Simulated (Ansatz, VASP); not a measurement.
BiTe in VASP and in Ansatz

INCAR

```
PREC = Accurate
ENCUT = 520
EDIFF = 1E-6
ISMEAR = 0
SIGMA = 0.05
LREAL = F
LASPH = T
NELM = 60
ALGO = Normal
ISIF = 2
LWAVE = F
LCHARG = F
GGA = PS
NBANDS = 18
```

Contents of KPOINTS:

```
regular mesh
0
Gamma
  8 8 8
```

Contents of POSCAR:

```
BiTe
1.0
    0.0000000000      3.4946001470      3.4946001470
    3.4946001470      0.0000000000      3.4946001470
    3.4946001470      3.4946001470      0.0000000000
Bi Te
1 1
Direct
    0.0000000000      0.0000000000      0.0000000000
    0.2500000000      0.2500000000      0.2500000000
```

Input for Ansatz:

```yaml
crystal:
  lattice:
    - [0.0, 3.494600147, 3.494600147]
    - [3.494600147, 0.0, 3.494600147]
    - [3.494600147, 3.494600147, 0.0]
  atoms:
    - { symbol: Bi, position: [0.0, 0.0, 0.0] }
    - { symbol: Te, position: [0.25, 0.25, 0.25] }
basis:
  ecutwfc: 420
  ecutrho_ratio: 4
kpoints:
  mp_grid: { grid: [8, 8, 8] }
hamiltonian:
  xc: pbesol
scf:
  occupations: { method: gaussian, width: 0.05 }
output:
  forces: true
  stress: true
  eigenvalues: true
```

Alike in both runs: task single point; functional PBEsol; k mesh 8 × 8 × 8; occupations gaussian, width 0.05 eV; no spin polarisation.

```csv
,VASP,Ansatz
version,VASP 6.6.1,Ansatz 0.2.0
potentials or method,"VASP PAW PBE potentials, release 64 (Bi_d, Te)","scalar-relativistic, plane waves, PAW"
plane-wave cutoff (eV),520,420
valence electrons in the cell,21,31
```

|  | VASP | Ansatz | Ansatz less VASP |
| --- | --- | --- | --- |
| pressure (GPa) | 2.0 | 2.0 | +0.02 |

With one functional, cell and mesh, what is left measures potentials, basis and numerics. The two sets of potentials don't hold the same shells in valence.

Caveats: the PAW data sets were made with another functional, which shifts forces and pressure a little (VASP); spin-orbit coupling is left out, which moves the levels of the heavy elements.
